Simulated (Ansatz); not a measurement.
**BAs under changes of volume**

One of the cells (13.626 Å³/atom); the others are scaled copies at fixed shape and fractional positions:

```xyz
2
Lattice="0.0000 2.3885 2.3885 2.3885 0.0000 2.3885 2.3885 2.3885 0.0000" Properties=species:S:1:pos:R:3 pbc="T T T"
As    3.5827    3.5827    3.5827
B     0.0000    0.0000    0.0000
```

| Quantity | Value |
| --- | --- |
| Program | Ansatz 0.2.0 |
| Functional | RPBE |
| Potentials or basis | Ansatz PAW |
| Cutoff | 420 eV (not typed: the program's choice for these potentials) |
| k mesh | 10 × 10 × 10 |
| Occupations | fermi-dirac, width 0.05 eV |
| Spin | no spin polarisation |

```tsv
volume (Å³/atom)	energy over the lowest point (meV/atom)	pressure (GPa)	gap on the mesh (eV)
12.809	?	?	?
13.081	38.27	11.9	1.17
13.354	20.95	8.5	1.19
13.626	9.12	5.4	1.22
13.899	2.30	2.6	1.24
14.171	0.00	0.1	1.26
14.444	1.80	-2.2	1.28
```

**Question.** What does the run at 12.809 Å³/atom give?

**Answer.** Energy over the lowest point 61.70 meV/atom; pressure 15.7 GPa; gap on the mesh 1.15 eV.

Worked out: A Birch-Murnaghan fit of order 3 (a polynomial in V^(-2/3)) to the other rows has its minimum at 14.18 Å³/atom with B0 = V·E''(V) = 125 GPa and B' = 4.0. It gives 61.60 meV/atom at 12.809 Å³/atom, against the run's 61.70, and -dE/dV = 15.6 GPa, against 15.7. A straight line through the other rows of the gap, of slope 1.13 eV per unit of ln V, extrapolates to 1.15 eV, against the run's 1.15.

Energies are extrapolated to zero smearing.

Caveats: the PAW data sets come from PBE, with cores solved anew for the run's functional, which leaves a small shift of forces and pressure.

A mesh can miss the band edges. Spin-orbit coupling on As is left out.
